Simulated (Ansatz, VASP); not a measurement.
## CoSi: VASP beside Ansatz

```xyz
2
Lattice="0.0000 2.2350 2.2350 2.2350 0.0000 2.2350 2.2350 2.2350 0.0000" Properties=species:S:1:pos:R:3 pbc="T T T"
Co    0.0000    0.0000    0.0000
Si    2.2350    2.2350    2.2350
```

Change from the starting cell: volume scaled by 0.88, PAW files.

Alike in both runs: task single point; functional PBE; k mesh 16 × 16 × 16; occupations fermi-dirac, width 0.1 eV; no spin polarisation.

|  | VASP | Ansatz |
| --- | --- | --- |
| version | VASP 6.6.1 | Ansatz 0.2.0 |
| potentials or method | VASP PAW PBE potentials, release 64 (Co, Si) | PAW with Ansatz's default frozen-core files, scalar-relativistic |
| plane-wave cutoff (eV) | 520 | 420 |
| valence electrons in the cell | 13 | 21 |

VASP gave:

- pressure (GPa): 27.2

Q: Estimate Ansatz's values.

A: Pressure (GPa): 27.1.

With one functional, cell and mesh, what is left measures potentials, basis and numerics. The two sets of potentials don't hold the same shells in valence.

Caveats: so large a pressure means that the cell lies far from this level's equilibrium, or that cutoff or potentials fall short (VASP). Spin polarisation is off, so any magnetic state and its effect on volume and gap are missing.
